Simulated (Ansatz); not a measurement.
HgSe:

```
Hg Se
1.0
     0.00000    3.03900    3.03900
     3.03900    0.00000    3.03900
     3.03900    3.03900    0.00000
Hg Se
1 1
Cartesian
  0.0000 0.0000 0.0000
  1.5195 1.5195 1.5195
```

| Quantity | Value |
| --- | --- |
| Program | Ansatz 0.2.0 |
| Task | relaxation of cell and atoms |
| Functional | PBE |
| Potentials or basis | SPMS NC |
| Cutoff | 816 eV |
| Density cutoff | 3265 eV |
| k mesh | 6 × 6 × 6 |
| Occupations | methfessel-paxton, width 0.1 eV |
| Spin | collinear spin, random start |
| Starting moments | [0.52, 0.0] μB |

At the start: pressure 4.7 GPa; volume 28.07 Å³/atom.

Question: Where does the relaxation end?

Answer: Over 9 steps the energy falls by 34.4 meV/atom and the volume is 30.82 Å³/atom (+9.8 %); space group F-43m (No. 216, to 0.05 Å); moment 0.00 μB per cell.

Step by step:
```csv
step,energy change (eV),largest force (eV/Å),pressure (GPa),volume (Å³)
1,0.0000,0.0000,4.68,56.13
2,-0.0186,0.0000,3.91,56.83
3,-0.0448,0.0000,2.59,58.12
4,-0.0643,0.0000,1.09,59.84
5,-0.0686,0.0000,-0.33,61.77
6,-0.0686,0.0000,-0.32,61.76
7,-0.0686,0.0000,-0.30,61.73
8,-0.0687,0.0000,-0.28,61.69
9,-0.0688,0.0000,-0.24,61.64
```

Final structure:
```
Hg Se
1.0
     0.00000    3.13525    3.13525
     3.13525    0.00000    3.13525
     3.13525    3.13525    0.00000
Hg Se
1 1
Direct
  0.00000 0.00000 0.00000
  0.25000 0.25000 0.25000
```

Caveat: the starting moments weren't kept.
